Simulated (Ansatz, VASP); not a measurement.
Given: the input of a run of Ansatz 0.2.0 on Cu.

File input.yaml:

```yaml
crystal:
  lattice:
    - [1.21846369, -3.9763780104, 0.0]
    - [1.21846369, 3.9763780104, 0.0]
    - [0.0, 0.0, 2.4754955235]
  atoms:
    - { symbol: Cu, position: [0.86613335, 0.13386665, 0.75] }
    - { symbol: Cu, position: [0.13386665, 0.86613335, 0.25] }
hamiltonian:
  xc: pbe
  pseudopotentials: { kind: paw }
  dispersion: d4
kpoints:
  mp_grid: { grid: [11, 11, 11] }
scf:
  occupations: { method: fermi_dirac, width: 0.05 }
output:
  forces: true
  stress: true
  eigenvalues: true
relax:
  f_tol: 0.01
  max_steps: 40
  cell: { stress_tol: 0.05 }
```

Potentials or basis: Ansatz PAW.

Command:

```console
$ ansatz run input.yaml --threads 2 --pin off --max-ram 5632MiB --backend cpu --events-out ev --progress --plain --runs-dir out
```

Problem. Translate it to VASP 6.6.1. Potentials there: VASP PAW PBE potentials, release 64 (Cu).

Solution. As run (the cutoff follows the program's own potentials):

Contents of INCAR:

```
SYSTEM = Cu
PREC     = Accurate       ! precision mode
ENCUT    = 600            ! plane-wave cutoff, eV
EDIFF    = 1E-6           ! SCF threshold, eV
ISMEAR   = -1             ! smearing method
SIGMA    = 0.05           ! smearing width, eV
LREAL    = .FALSE.        ! projectors in reciprocal space
LASPH    = .TRUE.         ! aspherical terms in the spheres
NELM     = 60             ! most SCF steps
ALGO     = Fast           ! electronic algorithm
ISIF     = 3              ! what is computed and relaxed
LWAVE    = .FALSE.        ! write WAVECAR
LCHARG   = .FALSE.        ! write CHGCAR
GGA      = PE             ! functional
IVDW     = 13             ! dispersion correction
IBRION   = 2              ! ionic algorithm
NSW      = 40             ! ionic steps
EDIFFG   = -0.01          ! ionic threshold
```

Contents of KPOINTS:

```
Automatic mesh
0
G
  11 11 11
  0 0 0
```

Contents of POSCAR:

```
Cu
1.0
    1.2184636900     -3.9763780104      0.0000000000
    1.2184636900      3.9763780104      0.0000000000
    0.0000000000      0.0000000000      2.4754955235
Cu
2
Direct
    0.8661333500      0.1338666500      0.7500000000
    0.1338666500      0.8661333500      0.2500000000
```

Potentials or basis: VASP PAW PBE potentials, release 64 (Cu).

Launch:

```bash
$ cat potpaw_PBE.64/Cu/POTCAR > POTCAR
$ mpirun -np 1 vasp_std > vasp.out
```

Both were run:

|  | VASP | Ansatz | Ansatz less VASP |
| --- | --- | --- | --- |
| gap on the k mesh at the Fermi level, each at its own relaxed structure (eV) | none | none | - |
| relaxed volume (Å³/atom) | 12.04 | 11.98 | -0.056 |
| relaxed cell length with the largest relative difference (Å) | 2.488 | 2.482 | -0.0054 |

A gap of «none» marks a metal or a gap that the smearing closes. The two sets of potentials don't hold the same shells in valence.

Caveats: pairwise dispersion overbinds metals, which lowers pressure and volume; the plane-wave basis is chosen anew once the cell has moved, so the energies of steps on either side of that aren't comparable (Ansatz).
